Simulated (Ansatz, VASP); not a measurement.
# One calculation of AlCo, two programs

```xyz
2
Lattice="2.7937 0.0000 0.0000 0.0000 2.7937 0.0000 0.0000 0.0000 2.7937" Properties=species:S:1:pos:R:3 pbc="T T T"
Al    0.0000    0.0000    0.0000
Co    1.3969    1.3969    1.3969
```

Alike in both runs: functional LDA; k mesh 14 × 14 × 14; occupations gaussian, width 0.1 eV; no spin polarisation.

Ansatz relaxed the structure, and its values are those at the end. VASP's run is a single point on that final structure, the one shown.

|  | VASP | Ansatz |
| --- | --- | --- |
| version | VASP 6.6.1 | Ansatz 0.2.0 |
| potentials or method | VASP PAW LDA potentials, release 64 (Al, Co) | scalar-relativistic, plane waves, PAW |
| plane-wave cutoff (eV) | 520 | 420 |
| valence electrons in the cell | 12 | 20 |

```tsv
	VASP	Ansatz	Ansatz less VASP
gap on the k mesh at the Fermi level (eV)	none	none	-
pressure (GPa)	0.4	0.0	-0.35
```

A gap of «none» marks a metal or a gap that the smearing closes. The two sets of potentials don't hold the same shells in valence.

Spin polarisation is off, so any magnetic state and its effect on volume and gap are missing.
